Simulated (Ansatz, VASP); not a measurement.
**Two plane-wave programs on W**

The input INCAR:

```
SYSTEM = W
PREC = Accurate
ENCUT = 600
EDIFF = 1E-6
ISMEAR = -1
SIGMA = 0.08
LREAL = .False.
LASPH = .True.
NELM = 100
ALGO = Normal
ISIF = 3
LWAVE = .False.
LCHARG = .False.
IBRION = 2
NSW = 60
EDIFFG = -0.005
```

The input KPOINTS:

```
Automatic mesh
0
Gamma
  19 19 19
  0 0 0
```

File POSCAR:

```
W
1.0
   -1.5676782863      1.5676782863      1.5676782863
    1.5676782863     -1.5676782863      1.5676782863
    1.5676782863      1.5676782863     -1.5676782863
W
1
Direct
    0.0000000000      0.0000000000      0.0000000000
```

Input for Ansatz:

```yaml
crystal:
  lattice:
    - [-1.5676782863, 1.5676782863, 1.5676782863]
    - [1.5676782863, -1.5676782863, 1.5676782863]
    - [1.5676782863, 1.5676782863, -1.5676782863]
  atoms:
    - { symbol: W, position: [0.0, 0.0, 0.0] }
kpoints:
  mp_grid: { grid: [19, 19, 19] }
scf:
  occupations: { method: fermi_dirac, width: 0.08 }
hamiltonian:
  xc: lda
  pseudopotentials: { kind: paw }
output:
  forces: true
  stress: true
  write_density: true
  write_potential: true
  elf: true
  volumetric_format: npy
relax:
  f_tol: 0.005
  max_steps: 40
  cell: {}
```

Alike in both runs: task relaxation of cell and atoms; functional LDA; k mesh 19 × 19 × 19; occupations fermi-dirac, width 0.08 eV; no spin polarisation.

```csv
,VASP,Ansatz
version,VASP 6.6.1,Ansatz 0.2.0
potentials or method,"VASP PAW LDA potentials, release 64 (W_sv)","PAW with Ansatz's default frozen-core files, scalar-relativistic"
plane-wave cutoff (eV),600,420
valence electrons in the cell,14,14
```

Ansatz gave:

```
relaxed volume (Å³/atom)                                     : 15.40
relaxed cell length with the largest relative difference (Å) : 2.715
```

Task: Estimate VASP's values.

Result: Relaxed volume (Å³/atom): 15.50; relaxed cell length with the largest relative difference (Å): 2.720.

The runs have no spin-orbit coupling, so splittings on W are missing.
